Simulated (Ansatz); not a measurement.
Space group Cmcm (No. 63). a = 6.046 Å, b = 12.604 Å, c = 4.064 Å, α = 90.00°, β = 90.00°, γ = 90.00°
```json
{"atom": "Ge", "site": "8g", "symmetry": "..m", "x": "0.2066", "y": "0.1953", "z": "0.7500"}
{"atom": "Ge", "site": "4c", "symmetry": "m2m", "x": "0.5000", "y": "0.0556", "z": "0.7500"}
```

Equation of state of this Ge structure (not necessarily the ground state), with shape and atoms relaxed at each volume where symmetry leaves them free. All numbers below come from Ansatz, DFT PBE, scalar-relativistic, plane waves, PAW.

Cutoff 420 eV; k points 8×8×10 on the computed 6-atom cell (Γ-centred); Gaussian smearing, width 0.10 eV; no spin polarisation.

| V (Å³/atom) | E − E(largest V) (meV/atom) | P (GPa) | gap on mesh (eV) |
| --- | --- | --- | --- |
| 22.712 | 41.96 | 8.88 | 0.26 |
| 23.486 | 6.06 | 6.06 | 0.31 |
| 24.260 | -17.31 | 3.68 | 0.29 |
| 25.035 | -30.13 | 1.69 | 0.19 |
| 25.809 | -34.08 | 0.01 | 0.00 |
| 26.583 | -30.62 | -1.40 | 0.00 |
| 27.357 | -20.91 | -2.58 | 0.09 |
| 28.390 | 0.00 | -3.85 | 0.00 |

Q: Fit a third-order Birch–Murnaghan equation, E = E0 + (9V0B0/16)·[(x − 1)³B0' + (x − 1)²(6 − 4x)] with x = (V0/V)^(2/3), to E(V).

A: V0 = 25.81 Å³/atom, B0 = 51 GPa, B0' = 4.8.

The cell was found from a structure generator's guess, not taken from experiment.
